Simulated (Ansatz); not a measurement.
**Ti: other elements on the same sites**

An exercise on one series of results from a longer session: the logs are not shown, and one member is left open.

Computed with Ansatz 0.2.0 (DFT r2SCAN, scalar-relativistic, plane waves, PAW, unless a step's input says otherwise).

1 further run of the same task is left out (set aside as unsound or not needed).

## The system as given

Symmetry: P6/mmm, No. 191, hexagonal system. The conventional cell has a = 4.568 Å, b = 4.568 Å, c = 2.825 Å, α = 90.00°, β = 90.00°, γ = 120.00°. Ti (site symmetry 6/mmm) has 14 Ti at 2.82 to 2.99 Å as nearest neighbours. Ti (site symmetry -6m2) has 11 Ti at 2.64 to 2.99 Å as nearest neighbours.

Coordinates:

```
Ti
1.0
     4.56802    0.00000    0.00000
    -2.28401    3.95602    0.00000
     0.00000    0.00000    2.82456
Ti
3
Direct
  0.00000 0.00000 0.00000
  0.33333 0.66667 0.50000
  0.66667 0.33333 0.50000
```

It goes back to an entry of the Materials Project, which need not be the stable form.

This cell was relaxed beforehand with the same method: volume 17.01 Å³/atom, gap on the mesh none (metal).

The first run:

Contents of input.yaml:

```yaml
crystal:
  lattice:
    - [4.2893122621, 0.0, 0.0]
    - [-2.1446561311, 3.7146533838, 0.0]
    - [0.0, 0.0, 2.652227427]
  atoms:
    - { symbol: Ru, position: [0.0, 0.0, 0.0] }
    - { symbol: Ru, position: [0.3333333333, 0.6666666667, 0.5] }
    - { symbol: Ru, position: [0.6666666667, 0.3333333333, 0.5] }
basis:
  ecutwfc: 500
kpoints:
  mp_grid: { grid: [6, 6, 6] }
hamiltonian:
  xc: r2scan
scf:
  occupations: { method: gaussian, width: 0.1 }
output:
  forces: true
  stress: true
  eigenvalues: true
```

On the command line:

```sh
ansatz run input.yaml --threads 1 --pin off --max-ram 2560MiB --backend cpu --events-out ev --progress --plain --runs-dir out
```

Steps of the session up to this table: Quick check of gap, pressure and forces (Ru); Relaxing cell and atoms (Ru).

One of the session's tables, all rows but one given; the rest of the session is left out.

It belongs to the step «The crystals compared». Lengths are those of the vectors of the cell that was run:

```
   swap  volume (Å³/atom)  a (Å)  b (Å)  c (Å)
   none             17.01  4.568  4.568  2.825
Ti → Hf             22.06  4.974  4.974  3.089
Ti → Ge                 ?      ?      ?      ?
Ti → Pb             31.30  5.677  5.677  3.364
Ti → Zr             23.14  5.038  5.038  3.158
Ti → Si             14.32  4.380  4.380  2.585
Ti → Ru             13.82  4.238  4.238  2.667
```

Q: Estimate the row for Ti → Ge from the others.

The run gave: volume (Å³/atom): 18.71; a (Å): 4.760; b (Å): 4.760; c (Å): 2.860. In the column «volume (Å³/atom)» it lies between none (17.01) and Ti → Hf (22.06).

Lengths are those of the computed cell. Rows of earlier swaps come from the sessions before.
